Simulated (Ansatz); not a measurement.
# CaF2: the cost of one run

Method: DFT r²SCAN, scalar-relativistic, plane waves, PAW, in Ansatz 0.2.0.

5 further runs of the same task are left out: 1 that didn't finish, 4 set aside as unsound or not needed.

## Step 1: The system as given

The cell holds 24 atoms (Ca7ErF16): a = 7.692 Å, b = 7.692 Å, c = 7.692 Å, α = 60.00°, β = 60.00°, γ = 60.00°.

Structure file:

```
CELL_PARAMETERS angstrom
0.00000 5.43922 -5.43922
5.43922 5.43922 0.00000
5.43922 0.00000 -5.43922
ATOMIC_POSITIONS crystal
Er 0.49857 0.51001 0.99605
Ca 0.50000 0.00000 0.00000
Ca 0.00000 0.50000 0.00000
Ca 0.00000 0.00000 0.00000
Ca 0.50000 0.50000 0.50000
Ca 0.50000 0.00000 0.50000
Ca 0.00000 0.50000 0.50000
Ca 0.00000 0.00000 0.50000
F 0.12500 0.12500 0.12500
F 0.12998 0.62179 0.12000
F 0.62449 0.12440 0.12739
F 0.62598 0.63066 0.12631
F 0.12500 0.12500 0.62500
F 0.12500 0.62500 0.62500
F 0.62500 0.12500 0.62500
F 0.62698 0.61934 0.63266
F 0.37337 0.38109 0.38013
F 0.37500 0.87500 0.37500
F 0.87500 0.37500 0.37500
F 0.87500 0.87500 0.37500
F 0.38085 0.37628 0.86741
F 0.37696 0.87912 0.87476
F 0.86989 0.38126 0.87629
F 0.87500 0.87500 0.87500
```

The host was relaxed before at r²SCAN: a = 5.439 Å, b = 5.439 Å, c = 5.439 Å, α = 90.00°, β = 90.00°, γ = 90.00° (conventional cell), 13.410 Å³/atom.

Places, in fractions of the supercell: Er in place of Ca at (0.500, 0.500, 0.000). Its neighbours start displaced at random by about 0.03 Å.

## Step 2: Band edges of the host over the zone

The input, input.yaml:

```yaml
crystal:
  lattice:
    - [0.0, 2.7196081857, 2.7196081857]
    - [2.7196081857, 0.0, 2.7196081857]
    - [2.7196081857, 2.7196081857, 0.0]
  atoms:
    - { symbol: Ca, position: [0.0, 0.0, 0.0] }
    - { symbol: F, position: [0.75, 0.75, 0.75] }
    - { symbol: F, position: [0.25, 0.25, 0.25] }
basis:
  ecutwfc: 500
  xc_grid: 3
kpoints:
  mp_grid: { grid: [8, 8, 8] }
  band_path: { path: [VBM, CBM], npoints: 2 }
hamiltonian:
  xc: r2scan
scf:
  occupations: { method: gaussian, width: 0.02 }
output:
  forces: true
  stress: true
  eigenvalues: true
```

Run with:

```
ansatz run input.yaml --threads 8 --pin off --max-ram 14336MiB --backend cpu --events-out ev --progress --plain --runs-dir out
```

**Question.** How long does this run take on 8 threads of Arm Neoverse V1, shared host, and how much memory does it need?

About 1.1 s, with a peak of 0.36 GiB.
